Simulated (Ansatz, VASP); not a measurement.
**Co in VASP and in Ansatz**

Contents of INCAR:

```
PREC = Accurate ; ENCUT = 520
EDIFF = 1E-7 ; ISMEAR = -1
SIGMA = 0.05 ; LREAL = F
LASPH = T ; NELM = 150
ALGO = Normal ; ISIF = 2
LWAVE = F ; LCHARG = T
ISPIN = 2 ; MAGMOM = 1.868
LORBIT = 11 ; LMAXMIX = 4
GGA = RE ; LELF = T
LVHAR = T ; NBANDS = 14
```

KPOINTS

```
regular mesh
0
Gamma
  17 17 17
```

POSCAR

```
Co
1.0
   -1.4704540388      1.4704540388      1.4704540388
    1.4704540388     -1.4704540388      1.4704540388
    1.4704540388      1.4704540388     -1.4704540388
Co
1
Direct
    0.0000000000      0.0000000000      0.0000000000
```

Input for Ansatz:

```yaml
crystal:
  lattice:
    - [-1.4704540388, 1.4704540388, 1.4704540388]
    - [1.4704540388, -1.4704540388, 1.4704540388]
    - [1.4704540388, 1.4704540388, -1.4704540388]
  atoms:
    - { symbol: Co, position: [0.0, 0.0, 0.0], spin: 1.868 }
hamiltonian:
  xc: revpbe
  pseudopotentials:
    kind: paw
    azcp:
      Co: "pseudopotentials/Co.paw.azcp"
basis:
  ecutwfc: 420
  fft_grid_basis: typed
kpoints:
  mp_grid: { grid: [17, 17, 17], shift: [0, 0, 0] }
magnetization:
  spin_polarized: true
scf:
  occupations: { method: fermi_dirac, width: 0.05 }
  lower_state_search: "off"
output:
  stress: true
  write_density: true
  write_potential: true
  elf: true
  volumetric_format: npy
```

Alike in both runs: task single point; functional revPBE; k mesh 17 × 17 × 17; occupations fermi-dirac, width 0.05 eV; collinear spin.

|  | VASP | Ansatz |
| --- | --- | --- |
| version | VASP 6.6.1 | Ansatz 0.2.0 |
| potentials or method | VASP PAW PBE potentials, release 64 (Co) | plane waves (420 eV) with PAW, scalar-relativistic |
| plane-wave cutoff (eV) | 520 | 420 |
| valence electrons in the cell | 9 | 17 |

Ansatz gave:

- pressure (GPa): -16.7
- net moment per atom (μB): 1.84
- size of the moment on the site where the two differ most (μB): 1.93

Question: Estimate VASP's values.

Answer: Pressure (GPa): -16.8; net moment per atom (μB): 1.81; size of the moment on the site where the two differ most (μB): 1.86.

Site moments also hang on the region over which each program counts them. The two sets of potentials don't hold the same shells in valence.

Caveats: so large a pressure means that the cell lies far from this level's equilibrium, or that cutoff or potentials fall short (VASP); the potentials were made for another functional, which shifts forces and pressure (VASP).
